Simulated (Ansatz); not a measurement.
**How far is PAW off for Se?**

```xyz
1
Lattice="2.8106 0.0000 0.0000 0.0000 2.8106 0.0000 0.0000 0.0000 2.8106" Properties=species:S:1:pos:R:3 pbc="T T T"
Se    0.0000    0.0000    0.0000
```

Structure from Materials Project entry mp-7755 (possibly hypothetical), not relaxed further.

Methods: DFT, PBEsol, PAW with Ansatz's default frozen-core files, scalar-relativistic (Ansatz 0.2.0); DFT, PBEsol, all-electron PAW with datasets made for the crystal, scalar-relativistic (Ansatz 0.2.0); DFT, PBEsol, all-electron LAPW, scalar-relativistic (Ansatz 0.2.0).

For PAW: a Γ-centred 12×12×12 k mesh, Fermi–Dirac smearing of 0.03 eV, cutoff 420 eV, no spin polarisation; the PAW files were made with PBE, and the program remakes their frozen cores for this functional. The crystal-made all-electron datasets (AE datasets) take a cutoff of 180 eV at this cell. LAPW targets a basis error of 0.5 meV/atom. The Ansatz runs share mesh, smearing and spin set-up. Plane-wave (PAW) pressures include the program's estimate of the Pulay term.

Stress and pressure are positive in compression.

Levels count from the Fermi level.

```json
{"quantity": "pressure (GPa)", "PAW": "-1.93", "AE datasets": "-1.93", "LAPW": "-1.93"}
{"quantity": "highest filled level at Γ (eV)", "PAW": "-16.225", "AE datasets": "-16.225", "LAPW": "-16.225"}
{"quantity": "lowest empty level at Γ (eV)", "PAW": "1.400", "AE datasets": "1.400", "LAPW": "1.400"}
{"quantity": "highest filled level at R (eV)", "PAW": "-3.400", "AE datasets": "-3.400", "LAPW": "-3.400"}
{"quantity": "lowest empty level at R (eV)", "PAW": "5.704", "AE datasets": "5.704", "LAPW": "5.704"}
```

PAW's pressure differs from the LAPW value by about 0.01 GPa or less.
